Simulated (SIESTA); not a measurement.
Runs of SIESTA 5.4.2 on MnSb. The structure is cubic, space group Fm-3m (No. 225). The conventional cell has a = 5.590 Å, b = 5.590 Å, c = 5.590 Å, α = 90.00°, β = 90.00°, γ = 90.00°. Sb (site symmetry m-3m) has 6 Mn at 2.80 Å as nearest neighbours. Around Mn (site symmetry m-3m) lie 6 Sb at 2.80 Å. The cell comes from a database or a generator and needn't be the stable form of this composition.

```csv
fixed moment (μB),pressure (GPa),moment (μB)
3.0,(b),3.00
4.0,1.4,4.00
5.0,(a),5.00
1.0,-11.1,1.00
2.0,-8.3,2.00
```

Alike in all rows: task single point; level PBE; potentials or basis PseudoDojo 0.4 standard (PBE files), DZP (energy shift 0.003 Ry; two zetas on semicore shells); spin collinear, ferromagnetic start; cell as given; k mesh 8 × 8 × 8; smearing fermi-dirac 0.05 eV; grid cutoff 800 Ry; energy shift 0.003 Ry.

**Question.** Estimate the missing entries.

**Answer.** (a) 7.6; (b) -4.1.

Caveats: short orbitals over semicore shells can move pressures by several GPa; the basis of atomic orbitals isn't converged, which shifts pressures, moduli and gaps; the total moment is fixed, so each spin has its own Fermi level; a cell with one magnetic atom can't hold antiferromagnetic order, which such compounds often take; the moment is held away from its start (some runs).
